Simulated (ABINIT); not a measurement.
# Ge (I4_1/amd) in ABINIT: notebook, part 2 of 2

ABINIT 10.8.3 (patched build).

## (3) Single point, PBEsol

The input, run.abi:

```
pp_dirpath "./"
pseudos "Ge.upf"

acell 3*1.0 Angstrom
rprim
    -2.5744897190     2.5744897190     1.3974126432
     2.5744897190    -2.5744897190     1.3974126432
     2.5744897190     2.5744897190    -1.3974126432
ntypat 1
znucl 32
natom 2
typat 1 1
xred
     0.5000000000     0.5000000000     0.0000000000
     0.2500000000     0.7500000000     0.5000000000

ecut 35.0

kptopt 1
ngkpt 8 8 8
nshiftk 1
shiftk 0.0 0.0 0.0

ixc -116133

nband 18
occopt 3
tsmear 0.05 eV

nstep 100
tolvrs 1.0e-10

iomode 3
prtwf 0
prtden 0
prteig 0
prtebands 0
enunit 2
```

Potentials or basis: PseudoDojo NC SR PBEsol v0.4.1 standard.

The run is started by

```sh
> abinit run.abi > log 2>&1
```

run.abo:

```text
.Version 10.8.3 of ABINIT
 Symmetries : space group I4_1/a m d (#141); Bravais tI (body-center tetrag.)
================================================================================
 Values of the parameters that define the memory need of the present run
     intxc =       0    ionmov =       0      iscf =       7    lmnmax =       6
     lnmax =       6     mgfft =      40  mpssoang =       3    mqgrid =    3001
     natom =       2  nloc_mem =       1    nspden =       1   nspinor =       1
    nsppol =       1      nsym =      16    n1xccc =    2501    ntypat =       1
    occopt =       3   xclevel =       2
       mpw =        2492          nfft =       64000          nkpt =          59
================================================================================
================================================================================

--------------------------------------------------------------------------------
------------- Echo of variables that govern the present computation ------------
--------------------------------------------------------------------------------
 -outvars: echo values of preprocessed input variables --------
            acell      1.8897261259E+00  1.8897261259E+00  1.8897261259E+00 Bohr
              amu      7.26100000E+01
             ecut      3.50000000E+01 Hartree
           enunit           2
                       outvar_i_n : Printing only first  50 k-points.
              ixc     -116133
                       outvar_i_n : Printing only first  50 k-points.
         kptrlatt        8    0    0      0    8    0      0    0    8
          kptrlen      4.22516349E+01
            natom           2
            nband          18
            ngfft          40      40      40
             nkpt          59
            nstep         100
             nsym          16
           ntypat           1
                       prtocc : prtvol=0, do not print more k-points.
           occopt           3
           prtden           0
        prtebands           0
           prteig           0
            prtwf           0
            rprim     -2.5744897190E+00  2.5744897190E+00  1.3974126432E+00
                       2.5744897190E+00 -2.5744897190E+00  1.3974126432E+00
                       2.5744897190E+00  2.5744897190E+00 -1.3974126432E+00
          spgroup         141
           tolvrs      1.00000000E-10
           tsmear      1.83746611E-03 Hartree
            typat      1  1
                       outvars : Printing only first  50 k-points.
           xangst     -4.4950674966E-18 -4.4950674966E-18  1.3974126432E+00
                       2.5744897190E+00  9.2089001166E-17  6.9870632160E-01
            xcart     -8.4944464861E-18 -8.4944464861E-18  2.6407271805E+00
                       4.8650804829E+00  1.7402299141E-16  1.3203635903E+00
             xred      5.0000000000E-01  5.0000000000E-01 -1.7460032811E-18
                       2.5000000000E-01  7.5000000000E-01  5.0000000000E-01
            znucl       32.00000

================================================================================

 chkinp: Checking input parameters for consistency.

================================================================================
== DATASET  1 ==================================================================

--- !DatasetInfo
iteration_state: {dtset: 1, }
dimensions: {natom: 2, nkpt: 59, mband: 18, nsppol: 1, nspinor: 1, nspden: 1, mpw: 2492, }
cutoff_energies: {ecut:  35.0, pawecutdg:  -1.0, }
electrons: {nelect:   2.80000000E+01, charge:   0.00000000E+00, occopt:   3.00000000E+00, tsmear:   1.83746611E-03, }
meta: {optdriver: 0, ionmov: 0, optcell: 0, iscf: 7, paral_kgb: 0, }
...

 Real(R)+Recip(G) space primitive vectors, cartesian coordinates (Bohr,Bohr^-1):
 R(1)= -4.8650805  4.8650805  2.6407272  G(1)=  0.0000000  0.1027732  0.1893418
[... 58 lines left out ...]
- [  0.00000000E+00,   1.56167218E-04,   0.00000000E+00, ]
- [  0.00000000E+00,   0.00000000E+00,  -1.53092011E-06, ]
pressure_GPa:  -3.0481E+00
xred      :
- [  5.0000E-01,   5.0000E-01,  -1.7460E-18, Ge]
- [  2.5000E-01,   7.5000E-01,   5.0000E-01, Ge]
cartesian_forces: # hartree/bohr
- [ -1.36203946E-28,  -2.22466445E-28,  -2.01940578E-28, ]
- [  1.36203946E-28,   2.22466445E-28,   2.01940578E-28, ]
force_length_stats: {min:   3.29883057E-28, max:   3.29883057E-28, mean:   3.29883057E-28, }
...

 Integrated electronic density in atomic spheres:
 ------------------------------------------------
 Atom  Sphere_radius  Integrated_density
    1        2.00000         11.48642332
    2        2.00000         11.48642332
================================================================================

 ----iterations are completed or convergence reached----

 Mean square residual over all n,k,spin=   18.549E-08; max=  62.350E-06
 reduced coordinates (array xred) for    2 atoms
       0.500000000000      0.500000000000     -0.000000000000
       0.250000000000      0.750000000000      0.500000000000
 rms dE/dt=  1.0336E-27; max dE/dt=  9.5294E-28; dE/dt below (all hartree)
    1       0.000000000000     -0.000000000000      0.000000000000
    2      -0.000000000000     -0.000000000000     -0.000000000000

 cartesian coordinates (angstrom) at end:
    1     -0.00000000000000    -0.00000000000000     1.39741264320000
    2      2.57448971900000     0.00000000000000     0.69870632160000

 cartesian forces (hartree/bohr) at end:
    1     -0.00000000000000    -0.00000000000000    -0.00000000000000
    2      0.00000000000000     0.00000000000000     0.00000000000000
 frms,max,avg= 1.9045807E-28 2.2246645E-28   0.000E+00  0.000E+00  0.000E+00 h/b

 cartesian forces (eV/Angstrom) at end:
    1     -0.00000000000000    -0.00000000000000    -0.00000000000000
    2      0.00000000000000     0.00000000000000     0.00000000000000
 frms,max,avg= 9.7937478E-27 1.1439685E-26   0.000E+00  0.000E+00  0.000E+00 e/A
 length scales=  1.889726125908  1.889726125908  1.889726125908 bohr
              =  1.000000000000  1.000000000000  1.000000000000 angstroms
 Fermi (or HOMO) energy (hartree) =   0.20084   Average Vxc (hartree)=  -0.42688
 Eigenvalues (hartree) for nkpt=  59  k points:
 kpt#   1, nband= 18, wtk=  0.00195, kpt=  0.0000  0.0000  0.0000 (reduced coord)
  -0.70758   -0.70549   -0.70489   -0.70430   -0.70059   -0.70059   -0.70037   -0.70037
  -0.69848   -0.69593   -0.28674    0.05299    0.11659    0.11659    0.32131    0.48164
   0.48164    0.50198
      occupation numbers for kpt#   1
   2.00000    2.00000    2.00000    2.00000    2.00000    2.00000    2.00000    2.00000
   2.00000    2.00000    2.00000    2.00000    2.00000    2.00000    0.00000    0.00000
   0.00000    0.00000
 prteigrs : prtvol=0 or 1, do not print more k-points.

 Fermi (or HOMO) energy (eV) =   5.46501   Average Vxc (eV)= -11.61599
 Eigenvalues (   eV  ) for nkpt=  59  k points:
 kpt#   1, nband= 18, wtk=  0.00195, kpt=  0.0000  0.0000  0.0000 (reduced coord)
 -19.25413  -19.19742  -19.18097  -19.16501  -19.06397  -19.06397  -19.05804  -19.05804
 -19.00665  -18.93728   -7.80257    1.44185    3.17263    3.17263    8.74321   13.10605
  13.10606   13.65950
 prteigrs : prtvol=0 or 1, do not print more k-points.

--- !EnergyTerms
iteration_state     : {dtset: 1, }
comment             : Components of total free energy in Hartree
kinetic             :  1.34050386837684E+02
hartree             :  4.50435924349489E+01
xc                  : -4.31906561263508E+01
Ewald energy        : -1.12041434475246E+02
psp_core            :  6.91394767880614E+00
local_psp           : -1.14737565904782E+02
non_local_psp       : -9.44276633564103E+01
internal            : -1.78389392911350E+02
'-kT*entropy'       : -2.62493258014786E-04
total_energy        : -1.78389655404608E+02
total_energy_eV     : -4.85422981550223E+03
band_energy         : -1.40061389277617E+01
...

 Cartesian components of stress tensor (hartree/bohr^3)
  sigma(1 1)=  1.56167218E-04  sigma(3 2)=  0.00000000E+00
  sigma(2 2)=  1.56167218E-04  sigma(3 1)=  0.00000000E+00
  sigma(3 3)= -1.53092011E-06  sigma(2 1)=  0.00000000E+00

-Cartesian components of stress tensor (GPa)         [Pressure= -3.0481E+00 GPa]
- sigma(1 1)=  4.59459818E+00  sigma(3 2)=  0.00000000E+00
- sigma(2 2)=  4.59459818E+00  sigma(3 1)=  0.00000000E+00
- sigma(3 3)= -4.50412245E-02  sigma(2 1)=  0.00000000E+00

== END DATASET(S) ==============================================================
================================================================================

 -outvars: echo values of variables after computation  --------
            acell      1.8897261259E+00  1.8897261259E+00  1.8897261259E+00 Bohr
           etotal     -1.7838965540E+02
            fcart     -1.3620394621E-28 -2.2246644547E-28 -2.0194057753E-28
                       1.3620394621E-28  2.2246644547E-28  2.0194057753E-28
            rprim     -2.5744897190E+00  2.5744897190E+00  1.3974126432E+00
                       2.5744897190E+00 -2.5744897190E+00  1.3974126432E+00
                       2.5744897190E+00  2.5744897190E+00 -1.3974126432E+00
           strten      1.5616721782E-04  1.5616721782E-04 -1.5309201051E-06
                       0.0000000000E+00  0.0000000000E+00  0.0000000000E+00
           xangst     -4.4950674966E-18 -4.4950674966E-18  1.3974126432E+00
                       2.5744897190E+00  9.2089001166E-17  6.9870632160E-01
             xred      5.0000000000E-01  5.0000000000E-01 -1.7460032811E-18
                       2.5000000000E-01  7.5000000000E-01  5.0000000000E-01
 Calculation completed.
```

It took 79 s on 1 thread of Arm Neoverse V1, shared host; peak memory 0.11 GiB.

What came out:

- Free energy: -4854.2298 eV
- Pressure: -3.0 GPa
- Band gap on the k mesh: none (metal or under the smearing width)
- Valence electrons inside the program's atomic spheres: Ge 11.49 (radii [1.0584] Å)

Stress tensor (GPa, compression positive):
```
-4.59  0.00  0.00
 0.00 -4.59  0.00
 0.00  0.00  0.05
```

Levels at points of the mesh, in eV from the Fermi level:
```csv
k point,band 12,band 13,band 14,band 15,band 16,band 17
"(0.00, 0.00, 0.00)",-4.02,-2.29,-2.29,3.28,7.64,7.64
"(0.50, 0.00, 0.00)",-6.35,-2.59,-1.96,-1.30,2.50,3.61
"(0.50, 0.50, 0.00)",-10.52,0.66,0.66,1.95,1.95,7.59
"(0.50, 0.50, 0.50)",-8.83,-5.88,-5.88,6.21,6.21,11.05
```
